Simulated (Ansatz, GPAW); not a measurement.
This is a calculation of BP for GPAW 26.7.0 (ASE script). Atoms were shifted at random by some hundredths of an Å from the given cell, which wasn't relaxed again for these runs. 

Contents of run.py:

```python
from ase import Atoms
from ase.dft.bandgap import bandgap
from ase.io import write
from ase.units import GPa
from gpaw import GPAW, PW, setup_paths

setup_paths.insert(0, '.')

atoms = Atoms(['P', 'B'],
              cell=[[0.0, 2.269, 2.269],
                    [2.269, 0.0, 2.269],
                    [2.269, 2.269, 0.0]],
              scaled_positions=[[0.75465, 0.755551, 0.743389],
                                [-0.009701, 0.009047, -0.002471]],
              pbc=True)

calc = GPAW(mode=PW(800),
            xc='PBEsol',
            kpts={'size': (10, 10, 10), 'gamma': True},
            occupations={'name': 'fermi-dirac', 'width': 0.05},
            nbands=11,
            convergence={'density': 1e-05, 'energy': 1e-05},
            maxiter=150,
            txt='gpaw.txt')
atoms.calc = calc
energy = atoms.get_potential_energy()
forces = atoms.get_forces()
stress = atoms.get_stress()
calc.write('gs.gpw')
write('result.traj', atoms)
print(f'Energy: {energy:.6f} eV')
print('Forces (eV/A):')
print(forces.round(4))
print('Stress (GPa):', (stress / GPa).round(3))
print('Fermi level:', round(calc.get_fermi_level(), 4), 'eV')
print(f'Gap: {bandgap(calc)[0]:.4f} eV, direct: {bandgap(calc, direct=True)[0]:.4f} eV')
```

Potentials or basis: PAW data sets generated in the run's folder for this functional, pw.

Run with:

```sh
$ gpaw-setup -f PBEsol B P
$ OMP_NUM_THREADS=1 python run.py
```

Question: What does the same run look like in Ansatz 0.2.0? Potentials or basis there: Ansatz PAW, cutoff 420 eV.

Answer: As run (cutoffs and basis follow the program's own potentials, and thresholds, step limits or extra output files can differ):

File input.yaml:

```yaml
crystal:
  lattice:
    - [0.0, 2.269, 2.269]
    - [2.269, 0.0, 2.269]
    - [2.269, 2.269, 0.0]
  atoms:
    - { symbol: P, position: [0.75465, 0.755551, 0.743389] }
    - { symbol: B, position: [-0.009701, 0.009047, -0.002471] }
hamiltonian:
  xc: pbesol
  pseudopotentials: { kind: paw }
kpoints:
  mp_grid: { grid: [10, 10, 10] }
scf:
  occupations: { method: fermi_dirac, width: 0.05 }
output:
  forces: true
  stress: true
  eigenvalues: true
  write_density: true
  write_potential: true
  elf: true
  volumetric_format: npy
```

Potentials or basis: Ansatz PAW.

The run is started by

```bash
$ ansatz run input.yaml --threads 1 --pin off --max-ram 3584MiB --backend cpu --events-out ev --progress --plain --runs-dir out
```

Both were run:

|  | GPAW | Ansatz |
| --- | --- | --- |
| Pressure | -1.6 GPa | -1.8 GPa |
| Largest force | 0.679 eV/Å | 0.676 eV/Å |
| Energy over the undisturbed cell | 6.6 meV/atom | 6.6 meV/atom |

Ansatz's pressure holds a Pulay term of +0.13 GPa for its cutoff of 420 eV, which the other run lacks.

Ansatz's potentials were made for PBE.

Where Ansatz's input types no cutoff or centring, it takes its own default and a Γ-centred mesh.

Pressure is positive in compression.
